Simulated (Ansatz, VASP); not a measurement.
BN: VASP beside Ansatz

```
N B
1.0
     0.00000    3.44808    2.13682
     1.23472    0.00000    2.13682
     1.23472    3.44808    0.00000
N B
1 1
Cartesian
  1.2347 3.4481 2.8490
  1.2347 3.4481 0.0002
```

Change from the starting cell: volume scaled by 0.96.

Alike in both runs: task single point; functional PBE; k mesh 13 × 13 × 13; occupations fermi-dirac, width 0.05 eV; no spin polarisation.

|  | VASP | Ansatz |
| --- | --- | --- |
| version | VASP 6.6.1 | Ansatz 0.2.0 |
| potentials or method | VASP PAW PBE potentials, release 64 (N, B), cutoff 520 eV | all-electron LAPW, scalar-relativistic |

Ansatz gave:

* gap on the k mesh at the Fermi level (eV): 3.93
* least direct gap on the mesh (eV): 4.75
* pressure (GPa): 13.5
* largest component of the traceless stress (GPa): 11.45
* rms of the force components (eV/Å): 0.007

Q: Estimate VASP's values.

A: gap on the k mesh at the Fermi level (eV): 3.92; least direct gap on the mesh (eV): 4.75; pressure (GPa): 13.7; largest component of the traceless stress (GPa): 11.71; rms of the force components (eV/Å): 0.007.

Atom by atom the forces differ by 0.000 eV/Å (rms over components). Ansatz ran all-electron here, so the differences hold the error of VASP's frozen core and of both bases.

Caveats: an odd mesh through Γ misses points on the zone boundary, where band edges often lie.
